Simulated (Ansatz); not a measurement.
**ZnS: a sublattice displacement scan**

The task, for ZnS: map the energy as every S atom is pushed off its site.

Computed with Ansatz 0.2.0 (DFT PBE, scalar-relativistic, plane waves, PAW, unless a step's input says otherwise).

**1. Starting point**

It takes space group P6_3mc (No. 186, hexagonal). Conventional cell: a = 3.811 Å, b = 3.811 Å, c = 6.234 Å, α = 90.00°, β = 90.00°, γ = 120.00°. Around Zn (site symmetry 3m) lie 4 S at 2.31 to 2.40 Å. S (site symmetry 3m) has 4 Zn at 2.31 to 2.40 Å as nearest neighbours.

Structure file:

```
CELL_PARAMETERS angstrom
3.81100 0.00000 0.00000
-1.90550 3.30042 0.00000
0.00000 0.00000 6.23400
ATOMIC_POSITIONS crystal
Zn 0.33333 0.66667 0.00000
Zn 0.66667 0.33333 0.50000
S 0.33333 0.66667 0.38500
S 0.66667 0.33333 0.88500
```

The structure comes from the Crystallography Open Database.

**2. Probe: one point at the start**

Input file input.yaml:

```yaml
crystal:
  lattice:
    - [3.8109987816, 0.0, 0.0]
    - [-1.9054993908, 3.3004217586, 0.0]
    - [0.0, 0.0, 6.234]
  atoms:
    - { symbol: Zn, position: [0.3333333333, 0.6666666667, 0.0] }
    - { symbol: Zn, position: [0.6666666667, 0.3333333333, 0.5] }
    - { symbol: S, position: [0.3333333333, 0.6666666667, 0.385] }
    - { symbol: S, position: [0.6666666667, 0.3333333333, 0.885] }
basis:
  ecutwfc: 420
kpoints:
  mp_grid: { grid: [6, 6, 4] }
hamiltonian:
  xc: pbe
scf:
  occupations: { method: gaussian, width: 0.1 }
output:
  forces: true
  stress: true
  eigenvalues: true
```

Command:

```bash
$ ansatz run input.yaml --threads 1 --pin off --max-ram 2560MiB --backend cpu --events-out ev --progress --plain --runs-dir out
```

The log of the run (excerpt; [...] marks lines left out):

```text
[...]
SCF converged after 6 iterations
Free energy (F): -8445.417387 eV
[...]
E sigma→0 (E₀):  -8445.417387 eV
Fermi energy:    6.991135 eV
[...]
--- Forces (eV/Å), atoms counted from 1 ---
  atom   1  Zn     0.00000000    -0.00000000     0.32066071
  atom   2  Zn     0.00000000     0.00000000     0.32066071
  atom   3  S      0.00000000    -0.00000000    -0.32066906
  atom   4  S      0.00000000     0.00000000    -0.32066906
[...]
--- Stress (GPa, compression-positive) ---
        3.029360       0.000000       0.000000
        0.000000       3.029360       0.000000
        0.000000       0.000000       0.967568
  P = ⅓ Tr σ = 2.3421 GPa (23.421 kbar)
--- Band table (eV; the first three rows and the last of 21) ---
  k-point 0: bands = ["-7.3293", "-6.4050", "-0.4997", "-0.4997", "-0.4351", "-0.4351", "-0.4265", "-0.0179", "-0.0179", "0.0620", "0.0620", "0.2205", "0.7014", "5.0099", "5.0099", "5.8564", "5.8564", "5.8671", "8.1144", "8.8585", "12.1428", "12.1428"]
[...]
```

Wall time 1.6 s (1 thread of Intel Xeon 6975P-C (Granite Rapids), shared host); peak memory 0.33 GiB.

No relaxation comes first: the listed cell is the starting point.

**3. The undisturbed cell**

Changes to input.yaml since step 2:

```diff
@@ -13,3 +13,3 @@
 kpoints:
-  mp_grid: { grid: [6, 6, 4] }
+  mp_grid: { grid: [12, 12, 6] }
 hamiltonian:
@@ -17,3 +17,3 @@
 scf:
-  occupations: { method: gaussian, width: 0.1 }
+  occupations: { method: fermi_dirac, width: 0.02 }
 output:
```

Command:

```bash
$ ansatz run input.yaml --threads 1 --pin off --max-ram 2560MiB --backend cpu --events-out ev --progress --plain --runs-dir out
```

The log of the run (excerpt; [...] marks lines left out):

```text
Warning: RAYON_NUM_THREADS=1 ignored (pool sized by the plan → 1); use --threads N
[...]
Pseudopotentials: kind: paw
Pseudopotential: Zn, paw, valence charge 12, recommended cutoff 420 eV (normal), Zn.paw.azcp
Pseudopotential: S, paw, valence charge 6, recommended cutoff 420 eV (normal), S.paw.azcp
Functional definition: PBE
[...]
Crystal: 4 atoms, lattice volume = 78.411 Å³
Basis set: ecut = 420 eV, 1521 PW (Γ), exchange–correlation on 54×54×90 points (8 copies of the dense FFT grid, shifted against one another)
Bands: 22, of which v1, the nominal top of the filled ones, is band 18 counted from 1 (17 counted from 0)
Symmetry: 12 space group operations
Space group: P63mc (ITA 186), of the structure as read, at distance tolerance 4.3e-5 Å
k-points: 76 of 864 (time reversal used)
[...]
SCF iter   1: F=—  HF=-8445.420401 eV  |F-HF|=—  |Δ(HF+E_count)|=         —  Δρ=5.18e-4  dr2=1.87e-4  ethr=1.77e-3  ⟨swp⟩=6.3  Hψ=8353  notcnv=0
[...]
SCF iter   6: F=-8445.420746 eV  HF=-8445.420746 eV  |F-HF|=3.84e-8  |Δ(HF+E_count)|=   4.45e-7  Δρ=1.00e-5  dr2=6.25e-8  ethr=2.78e-10  ⟨swp⟩=3.0  Hψ=7103  notcnv=0
[...]
SCF converged after 6 iterations
Free energy (F): -8445.420746 eV
[...]
E sigma→0 (E₀):  -8445.420746 eV
Fermi energy:    6.999878 eV
[...]
--- Forces (eV/Å), atoms counted from 1 ---
  atom   1  Zn    -0.00000000    -0.00000000     0.31934278
  atom   2  Zn    -0.00000000     0.00000000     0.31934278
  atom   3  S      0.00000000    -0.00000000    -0.31934973
  atom   4  S      0.00000000     0.00000000    -0.31934973
[...]
--- Stress (GPa, compression-positive) ---
        3.004813       0.000000       0.000000
        0.000000       3.004813       0.000000
        0.000000       0.000000       0.984039
  P = ⅓ Tr σ = 2.3312 GPa (23.312 kbar)
--- Band table (eV; the first three rows and the last of 76) ---
[... band rows left out ...]
[...]
```

Run time: 5.1 s. Hardware: 1 thread of Intel Xeon 6975P-C (Granite Rapids), shared host; peak memory 0.4 GiB.

Reference values: F = -8445.4207 eV; pressure 2.33 GPa; largest force 0.319 eV/Å; gap on the mesh 2.25 eV.

**4. Next: a sublattice displacement scan**

Every S atom is moved by x along the Cartesian unit vector (-0.823, -0.475, 0.310); the cell and all other atoms stay fixed. Forces below are components along that vector, summed over the moved atoms.

**5. Point x = -0.300 Å**

Changes to input.yaml since step 3:

```diff
@@ -8,4 +8,4 @@
     - { symbol: Zn, position: [0.6666666667, 0.3333333333, 0.5] }
-    - { symbol: S, position: [0.3333333333, 0.6666666667, 0.385] }
-    - { symbol: S, position: [0.6666666667, 0.3333333333, 0.885] }
+    - { symbol: S, position: [0.4197589053, 0.7098794526, 0.3700915888] }
+    - { symbol: S, position: [0.7530922386, 0.3765461193, 0.8700915888] }
 basis:
```

Command:

```bash
$ ansatz run input.yaml --threads 1 --pin off --max-ram 2560MiB --backend cpu --events-out ev --progress --plain --runs-dir out
```

The log of the run (excerpt; [...] marks lines left out):

```text
Warning: RAYON_NUM_THREADS=1 ignored (pool sized by the plan → 1); use --threads N
[...]
[... 4 set-up lines as earlier in the session ...]
[...]
Crystal: 4 atoms, lattice volume = 78.411 Å³
Basis set: ecut = 420 eV, 1521 PW (Γ), exchange–correlation on 54×54×90 points (8 copies of the dense FFT grid, shifted against one another)
Bands: 22, of which v1, the nominal top of the filled ones, is band 18 counted from 1 (17 counted from 0)
Symmetry: 2 space group operations
Space group: Cm (ITA 8), of the structure as read, at distance tolerance 4.3e-5 Å
k-points: 242 of 864 (time reversal used)
[...]
SCF iter   1: F=—  HF=-8444.947584 eV  |F-HF|=—  |Δ(HF+E_count)|=         —  Δρ=6.65e-4  dr2=2.93e-4  ethr=1.77e-3  ⟨swp⟩=6.8  Hψ=27989  notcnv=0
[...]
SCF iter   6: F=-8444.947585 eV  HF=-8444.947585 eV  |F-HF|=9.98e-8  |Δ(HF+E_count)|=   6.55e-7  Δρ=9.18e-6  dr2=8.21e-8  ethr=2.78e-10  ⟨swp⟩=3.1  Hψ=24554  notcnv=0
[...]
SCF converged after 6 iterations
Free energy (F): -8444.947585 eV
[...]
E sigma→0 (E₀):  -8444.947585 eV
Fermi energy:    7.052219 eV
[...]
--- Forces (eV/Å), atoms counted from 1 ---
  atom   1  Zn     2.24844136     1.29813822     0.55968049
  atom   2  Zn     0.91565115     0.52865144     0.23921246
  atom   3  S     -0.86501766    -0.49941818    -0.25930428
  atom   4  S     -2.29909585    -1.32738361    -0.53957941
[...]
--- Stress (GPa, compression-positive) ---
        6.449509       1.707255       4.279055
        1.707255       4.478141       2.470514
        4.279056       2.470514       3.837973
  P = ⅓ Tr σ = 4.9219 GPa (49.219 kbar)
--- Band table (eV; the first three rows and the last of 242) ---
[... band rows left out ...]
[...]
```

It took 16 s on 1 thread of Intel Xeon 6975P-C (Granite Rapids), shared host; peak memory 0.6 GiB.

**6. Point x = 0.225 Å**

Changes to input.yaml since step 5:

```diff
@@ -8,4 +8,4 @@
     - { symbol: Zn, position: [0.6666666667, 0.3333333333, 0.5] }
-    - { symbol: S, position: [0.4197589053, 0.7098794526, 0.3700915888] }
-    - { symbol: S, position: [0.7530922386, 0.3765461193, 0.8700915888] }
+    - { symbol: S, position: [0.2685141544, 0.6342570772, 0.3961813084] }
+    - { symbol: S, position: [0.6018474877, 0.3009237439, 0.8961813084] }
 basis:
```

Command:

```bash
$ ansatz run input.yaml --threads 1 --pin off --max-ram 2560MiB --backend cpu --events-out ev --progress --plain --runs-dir out
```

The log of the run (excerpt; [...] marks lines left out):

```text
Warning: RAYON_NUM_THREADS=1 ignored (pool sized by the plan → 1); use --threads N
[...]
[... 4 set-up lines as earlier in the session ...]
[...]
Crystal: 4 atoms, lattice volume = 78.411 Å³
Basis set: ecut = 420 eV, 1521 PW (Γ), exchange–correlation on 54×54×90 points (8 copies of the dense FFT grid, shifted against one another)
Bands: 22, of which v1, the nominal top of the filled ones, is band 18 counted from 1 (17 counted from 0)
[... 2 set-up lines as earlier in the session ...]
k-points: 242 of 864 (time reversal used)
[...]
SCF iter   1: F=—  HF=-8444.989367 eV  |F-HF|=—  |Δ(HF+E_count)|=         —  Δρ=6.24e-4  dr2=1.96e-4  ethr=1.77e-3  ⟨swp⟩=6.7  Hψ=27705  notcnv=0
[...]
SCF iter   6: F=-8444.989373 eV  HF=-8444.989373 eV  |F-HF|=9.74e-8  |Δ(HF+E_count)|=   4.67e-7  Δρ=8.80e-6  dr2=7.24e-8  ethr=2.78e-10  ⟨swp⟩=3.4  Hψ=24318  notcnv=0
[...]
SCF converged after 6 iterations
Free energy (F): -8444.989373 eV
[...]
E sigma→0 (E₀):  -8444.989373 eV
Fermi energy:    7.050723 eV
[...]
--- Forces (eV/Å), atoms counted from 1 ---
  atom   1  Zn    -1.04338719    -0.60239988     0.79532240
  atom   2  Zn    -2.04948955    -1.18327334     0.93590583
  atom   3  S      2.07109077     1.19574481    -0.92863367
  atom   4  S      1.02181140     0.58994308    -0.80259687
[...]
--- Stress (GPa, compression-positive) ---
        7.604622       1.225176      -3.201971
        1.225176       6.189910      -1.848659
       -3.201971      -1.848659       0.644051
  P = ⅓ Tr σ = 4.8129 GPa (48.129 kbar)
--- Band table (eV; the first three rows and the last of 242) ---
[... band rows left out ...]
[...]
```

Wall time 17 s (1 thread of Intel Xeon 6975P-C (Granite Rapids), shared host); peak memory 0.59 GiB.

**7. x = -0.150 Å**

Changes to input.yaml since step 6:

```diff
@@ -8,4 +8,4 @@
     - { symbol: Zn, position: [0.6666666667, 0.3333333333, 0.5] }
-    - { symbol: S, position: [0.2685141544, 0.6342570772, 0.3961813084] }
-    - { symbol: S, position: [0.6018474877, 0.3009237439, 0.8961813084] }
+    - { symbol: S, position: [0.3765461193, 0.6882730597, 0.3775457944] }
+    - { symbol: S, position: [0.7098794526, 0.3549397263, 0.8775457944] }
 basis:
```

Command:

```bash
$ ansatz run input.yaml --threads 1 --pin off --max-ram 2560MiB --backend cpu --events-out ev --progress --plain --runs-dir out
```

The log of the run (excerpt; [...] marks lines left out):

```text
[...]
SCF converged after 6 iterations
Free energy (F): -8445.311058 eV
[...]
E sigma→0 (E₀):  -8445.311058 eV
Fermi energy:    7.022126 eV
[...]
--- Forces (eV/Å), atoms counted from 1 ---
  atom   1  Zn     0.97140894     0.56084321     0.25271745
  atom   2  Zn     0.62485054     0.36075763     0.21317538
  atom   3  S     -0.61221068    -0.35346000    -0.21572384
  atom   4  S     -0.98403153    -0.56813087    -0.25018228
[...]
--- Stress (GPa, compression-positive) ---
        3.584756       0.437214       1.949340
        0.437214       3.079904       1.125452
        1.949340       1.125452       2.100991
  P = ⅓ Tr σ = 2.9219 GPa (29.219 kbar)
--- Band table (eV; the first three rows and the last of 242) ---
  k-point 0: bands = ["-7.3463", "-6.4077", "-0.5894", "-0.5425", "-0.4848", "-0.4066", "-0.3988", "-0.0520", "-0.0489", "0.0246", "0.0281", "0.1788", "0.6147", "4.9466", "4.9576", "5.7977", "5.8969", "5.9252", "8.1105", "8.9380", "12.1243", "12.1602"]
[...]
```

Run time: 16 s. Hardware: 1 thread of Intel Xeon 6975P-C (Granite Rapids), shared host; peak memory 0.6 GiB.

**8. At x = 0.075 Å**

Changes to input.yaml since step 7:

```diff
@@ -8,4 +8,4 @@
     - { symbol: Zn, position: [0.6666666667, 0.3333333333, 0.5] }
-    - { symbol: S, position: [0.3765461193, 0.6882730597, 0.3775457944] }
-    - { symbol: S, position: [0.7098794526, 0.3549397263, 0.8775457944] }
+    - { symbol: S, position: [0.3117269403, 0.6558634702, 0.3887271028] }
+    - { symbol: S, position: [0.6450602737, 0.3225301368, 0.8887271028] }
 basis:
```

Command:

```bash
$ ansatz run input.yaml --threads 1 --pin off --max-ram 2560MiB --backend cpu --events-out ev --progress --plain --runs-dir out
```

The log of the run (excerpt; [...] marks lines left out):

```text
[...]
SCF converged after 6 iterations
Free energy (F): -8445.367072 eV
[...]
E sigma→0 (E₀):  -8445.367072 eV
Fermi energy:    7.012663 eV
[...]
--- Forces (eV/Å), atoms counted from 1 ---
  atom   1  Zn    -0.39749071    -0.22949137     0.44290658
  atom   2  Zn    -0.49560010    -0.28613485     0.44791468
  atom   3  S      0.49839154     0.28774649    -0.44762478
  atom   4  S      0.39469372     0.22787653    -0.44320609
[...]
--- Stress (GPa, compression-positive) ---
        3.718264       0.120676      -0.968344
        0.120676       3.578920      -0.559073
       -0.968343      -0.559073       0.675083
  P = ⅓ Tr σ = 2.6574 GPa (26.574 kbar)
--- Band table (eV; the first three rows and the last of 242) ---
  k-point 0: bands = ["-7.3399", "-6.4260", "-0.5483", "-0.5402", "-0.4609", "-0.4552", "-0.4117", "-0.0322", "-0.0313", "0.0474", "0.0482", "0.2073", "0.7655", "5.0046", "5.0071", "5.8371", "5.8524", "5.8941", "8.1227", "8.8209", "12.1242", "12.1327"]
[...]
```

It took 16 s on 1 thread of Intel Xeon 6975P-C (Granite Rapids), shared host; peak memory 0.6 GiB.

[end of part 1 of 2]
